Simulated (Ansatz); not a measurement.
# InSb: the cost of one run

Method: DFT PBEsol, scalar-relativistic, plane waves, PAW, in Ansatz 0.2.0.

6 further runs of the same task are left out: 2 that didn't finish, 4 set aside as unsound or not needed.

**1. The system as given**

Symmetry: F-43m, No. 216, cubic system. Conventional cell: a = 6.520 Å, b = 6.520 Å, c = 6.520 Å, α = 90.00°, β = 90.00°, γ = 90.00°. Around In (site symmetry -43m) lie 4 Sb at 2.82 Å. Sb (site symmetry -43m) is surrounded by 4 In at 2.82 Å.

Coordinates:

```xyz
2
Lattice="0.0000 3.2599 3.2599 3.2599 0.0000 3.2599 3.2599 3.2599 0.0000" Properties=species:S:1:pos:R:3 pbc="T T T"
In    0.0000    0.0000    0.0000
Sb    4.8899    4.8899    4.8899
```

It is the result of an earlier relaxation at this level (volume 34.64 Å³/atom; gap on the mesh: none (metal)).

**2. The film's bulk: CdTe**

Relaxed beforehand at this level: -7543.1716 eV/atom, gap on the mesh 0.65 eV.

```
Cd Te
1.0
     0.00000   -3.24467   -3.24467
     3.24467    0.00000   -3.24467
     3.24467   -3.24467    0.00000
Cd Te
1 1
Direct
  0.00000 0.00000 0.00000
  0.75000 0.75000 0.75000
```

**3. Bulk reference on the slab's mesh**

The input, input.yaml:

```yaml
crystal:
  lattice:
    - [4.6102358902, 0.0, 0.0]
    - [-2.3051179451, 3.9925813984, 0.0]
    - [2.3051179451, -1.3308604661, 3.7642418416]
  atoms:
    - { symbol: In, position: [0.0, 0.0, 0.0] }
    - { symbol: Sb, position: [0.75, 0.25, 0.75] }
basis:
  ecutwfc: 420
kpoints:
  mp_grid: { grid: [9, 9, 9] }
hamiltonian:
  xc: pbesol
scf:
  occupations: { method: gaussian, width: 0.1 }
output:
  forces: true
  stress: true
  eigenvalues: true
```

Started as:

```
$ ansatz run input.yaml --threads 2 --pin off --max-ram 5120MiB --backend cpu --events-out ev --progress --plain --runs-dir out
```

Q: Estimate wall time and peak memory on 2 threads of Intel Xeon Platinum 8259CL at 2.50GHz (Skylake/Cascade Lake), shared host.

About 2.1 s, with a peak of 0.42 GiB.
